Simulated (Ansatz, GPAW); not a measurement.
This is a calculation of TiTe for GPAW 26.7.0 (ASE script). The cell comes from a database or a generator and needn't be the stable form of this composition.

Contents of run.py:

```python
from ase.dft.bandgap import bandgap
from ase.io import read, write
from ase.units import Bohr, GPa
from gpaw import GPAW, PW
from gpaw.elf import elf_from_dft_calculation

atoms = read('TiTe.xyz')

calc = GPAW(mode=PW(600),
            xc='MGGA_X_R2SCAN+MGGA_C_R2SCAN',
            kpts={'size': (8, 8, 8), 'gamma': True},
            occupations={'name': 'fermi-dirac', 'width': 0.05},
            setups={'Ti': ':d,6.0'},
            nbands=19,
            convergence={'density': 1e-05, 'energy': 1e-05},
            maxiter=150,
            txt='gpaw.txt')
atoms.calc = calc
energy = atoms.get_potential_energy()
forces = atoms.get_forces()
stress = atoms.get_stress()
calc.write('gs.gpw')
write('result.traj', atoms)
print(f'Energy: {energy:.6f} eV')
print('Forces (eV/A):')
print(forces.round(4))
print('Stress (GPa):', (stress / GPa).round(3))
print('Fermi level:', round(calc.get_fermi_level(), 4), 'eV')
print(f'Gap: {bandgap(calc)[0]:.4f} eV, direct: {bandgap(calc, direct=True)[0]:.4f} eV')

# fields on the real-space grid
write('density.cube', atoms, data=calc.get_pseudo_density() * Bohr**3)
write('potential.cube', atoms, data=calc.get_electrostatic_potential())
write('elf.cube', atoms, data=elf_from_dft_calculation(calc).data)
```

TiTe.xyz

```xyz
2
Lattice="0.0000000000 3.0500668100 3.0500668100 3.0500668100 0.0000000000 3.0500668100 3.0500668100 3.0500668100 0.0000000000" Properties=species:S:1:pos:R:3 pbc="T T T"
Ti     3.0500668100      3.0500668100      3.0500668100
Te     0.0000000000      0.0000000000      0.0000000000
```

Potentials or basis: GPAW PAW data sets (gpaw-data 1.2.1), pw.

Launch:

```bash
$ OMP_NUM_THREADS=1 python run.py
```

Q: What does the same run look like in Ansatz 0.2.0? Potentials or basis there: Ansatz PAW, cutoff 500 eV.

A: As run (cutoffs and basis follow the program's own potentials, and thresholds, step limits or extra output files can differ):

File input.yaml:

```yaml
crystal:
  lattice:
    - [0.0, 3.05006681, 3.05006681]
    - [3.05006681, 0.0, 3.05006681]
    - [3.05006681, 3.05006681, 0.0]
  atoms:
    - { symbol: Ti, position: [0.5, 0.5, 0.5] }
    - { symbol: Te, position: [0.0, 0.0, 0.0] }
hamiltonian:
  xc: r2scan
  pseudopotentials: { kind: paw }
  hubbard: { sites: [{ species: Ti, l: d, u_eff: 6.0 }] }
kpoints:
  mp_grid: { grid: [8, 8, 8] }
scf:
  occupations: { method: fermi_dirac, width: 0.05 }
output:
  forces: true
  stress: true
  eigenvalues: true
```

Potentials or basis: Ansatz PAW.

Launch:

```bash
$ ansatz run input.yaml --threads 2 --pin off --max-ram 5632MiB --backend cpu --events-out ev --progress --plain --runs-dir out
```

Both were run:

|  | GPAW | Ansatz |
| --- | --- | --- |
| Pressure | -9.6 GPa | -6.3 GPa |

Ansatz's pressure holds a Pulay term of +0.05 GPa for its cutoff of 500 eV, which the other run lacks.

The potentials hold 18 and 28 valence electrons a cell.

GPAW's potentials were made for PBE. Ansatz's potentials were made for PBE.

Where Ansatz's input types no cutoff or centring, it takes its own default and a Γ-centred mesh.

The two runs disagree by more than potentials and bases usually give (in gap, levels, pressure or energy); the cause wasn't traced.

How U acts hangs on each program's projectors.

Pressure is positive in compression.
